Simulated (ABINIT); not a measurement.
An input for ABINIT 10.8.3 (KBr (Fm-3m)):

```
acell 3*1.0 Angstrom
rprim 
  0.000000000000 3.300000000000 3.300000000000
  3.300000000000 0.000000000000 3.300000000000
  3.300000000000 3.300000000000 0.000000000000
ntypat 2
znucl 19 35
natom 2
typat 1 2
xred 
  0.000000000000 0.000000000000 0.000000000000
  0.500000000000 0.500000000000 0.500000000000
pp_dirpath "pseudos"
pseudos "K.upf, Br.upf"
ecut 33
ngkpt 4 4 4
nshiftk 1
shiftk 0 0 0
kptopt 1
chksymbreak 0
istwfk *1
occopt 1
irdwfk 1
optdriver 3
nband 147
ecuteps 5.5
inclvkb 0
awtr 1
symchi 1
indata_prefix "in"
outdata_prefix "out"
tmpdata_prefix "tmp"
```

```sh
OMP_NUM_THREADS=1 mpirun -n 4 abinit run.abi > log
```

Q: Estimate wall time and host memory on 4 MPI ranks of Arm Neoverse V1, shared host.

It took 48 s; on shared hardware allow 24 s to 96 s. Peak host memory was 1.4 GiB.

[Paths, hosts, dates, memory and timing lines, banners, echoed tables and standing remarks are left out of the program output.]

[Logs are printed without paths, hosts, clocks, repeated set-up lines and the standing remarks that a program may print on its own settings, such as how far it seeks lower states.]

[Runs of the session that timed out or met a known fault of the program may be left out.]

[Hosts, paths, dates, database ids (printed as entryN), source tags and the programs' standing remarks are cut or masked in the printed files.]

[G0W0 gaps are taken among the corrected bands and points alone; a level outside them can change the order at an edge.]

[Where Ansatz stands beside ABINIT at settings called matched, ABINIT's density can come from a denser mesh and the files from another edition; pairs whose starting gaps differed by over 0.03 eV were left out, so agreement reads better than it is.]
